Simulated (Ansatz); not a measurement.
CdS, DFT, LDA, all-electron LAPW, scalar-relativistic (Ansatz 0.2.0), run on 1 thread of Arm Neoverse V1 on a shared host.

The geometry is COD entry 9008862, unchecked; take it as a test cell. It differs from other determinations. The listed cell was then made from it by scaling, straining or moving an atom.

Command: `ansatz run input.yaml --threads 1 --pin off --max-ram 4096MiB --backend cpu --events-out ev --progress --plain --runs-dir out`

```yaml
crystal:
  lattice:
    - [4.1485361787, 0.0, 0.0]
    - [-2.0742680894, 3.5927377193, 0.0]
    - [0.0, 0.0, 6.7714220916]
  atoms:
    - { symbol: Cd, position: [0.3333333333, 0.6666666667, 0.0] }
    - { symbol: Cd, position: [0.6666666667, 0.3333333333, 0.5] }
    - { symbol: S, position: [0.3333333333, 0.6666666667, 0.385] }
    - { symbol: S, position: [0.6666666667, 0.3333333333, 0.885] }
kpoints:
  mp_grid: { grid: [8, 8, 4] }
  band_path:
    path:
      - [0.0, 0.0, 0.0]
      - [0.5, 0.0, 0.0]
      - [0.3333333333, 0.3333333333, 0.0]
      - [0.0, 0.0, 0.0]
      - [0.0, 0.0, 0.5]
      - [0.5, 0.0, 0.5]
      - [0.3333333333, 0.3333333333, 0.5]
      - [0.0, 0.0, 0.5]
      - [0.5, 0.0, 0.5]
    npoints: 5
scf:
  occupations: { method: fermi_dirac, width: 0.02 }
hamiltonian:
  xc: lda
  pseudopotentials: { kind: all_electron, lapw: { basis_error: 0.001 } }
output:
  forces: true
  stress: true
  eigenvalues: true
```

Question: How large is the problem that the program sets up?

Answer: 30 irreducible k-points, 917 plane waves at Γ, 41 bands.

Question: About how long does it take, and how much memory does it use?

Answer: 76 s of wall time for 9 SCF iterations, with a peak of 0.4 GiB. Times on shared machines scatter by tens of per cent.
